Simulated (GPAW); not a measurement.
Write an ASE script for GPAW 26.7.0 that does the following.

```yaml
Task: relaxation of cell and atoms
Functional: PBEsol
Potentials_or_basis: PAW data sets generated in the run's folder for this functional
Cutoff: 600 eV
Basis: pw
k_mesh: 10 × 10 × 10
Occupations: fermi-dirac, width 0.05 eV
Spin: collinear spin, ferromagnetic start
Starting_moments: "[3.0] μB"
Target_pressure: 30 GPa
Maxiter: 150
Optimizer: BFGS
Fmax: 0.02 eV/Å
Max_steps: 60
Target_pressure: 30 GPa
Convergence: density=1e-05 forces=0.0001
```

The structure of Fe lies in POSCAR:

```
Fe
1.0
   -1.4430000000      1.4430000000      1.4430000000
    1.4430000000     -1.4430000000      1.4430000000
    1.4430000000      1.4430000000     -1.4430000000
Fe
1
Direct
    0.0000000000      0.0000000000      0.0000000000
```

One way to write it, as run:

run.py

```python
from ase.filters import FrechetCellFilter
from ase.io import read, write
from ase.optimize import BFGS
from ase.units import GPa
from gpaw import GPAW, PW, setup_paths

setup_paths.insert(0, '.')

atoms = read('POSCAR')
atoms.set_initial_magnetic_moments([3.0])

calc = GPAW(mode=PW(600),
            xc='PBEsol',
            kpts={'size': (10, 10, 10), 'gamma': True},
            occupations={'name': 'fermi-dirac', 'width': 0.05},
            nbands=12,
            convergence={'density': 1e-05, 'forces': 0.0001},
            maxiter=150,
            txt='gpaw.txt')
atoms.calc = calc
opt = BFGS(FrechetCellFilter(atoms, scalar_pressure=30 * GPa), trajectory='relax.traj', logfile='-')
done = opt.run(fmax=0.02, steps=60)
calc.write('gs.gpw')
write('result.traj', atoms)
print('Converged:', done)
print('Cell:', atoms.cell.cellpar().round(4))
print('Volume:', round(atoms.get_volume(), 4))
print(atoms.get_scaled_positions().round(5))
```

Potentials or basis: PAW data sets generated in the run's folder for this functional, pw.

Command:

```sh
$ gpaw-setup -f PBEsol Fe
$ OMP_NUM_THREADS=1 python run.py
```

Results of the run:

```json
{
  "Relaxed volume": "9.88 Å³/atom",
  "Relaxed cell": "a = 2.341 Å, b = 2.341 Å, c = 2.341 Å, α = 109.47°, β = 109.47°, γ = 109.47°",
  "Space group after relaxing (to 0.05 Å)": "Im-3m (No. 229)",
  "Energy change on relaxing (the enthalpy is what falls)": "+33.5 meV/atom",
  "Ionic steps": "4",
  "Pressure after relaxing": "29.8 GPa",
  "Band gap on the k mesh": "none (metal or under the smearing width)",
  "Net moment": "1.93 μB per cell",
  "Site moments": "Fe +1.94 μB"
}
```

Caveat: each step starts from the last one's moments, so a moment once lost doesn't come back; later steps reuse the first step's grids; the volume moved by over 15 % at a fixed basis, so the end points are rough.

It took 49 s on 1 thread of Arm Neoverse V1, with other jobs on the host, peak memory 0.16 GiB.
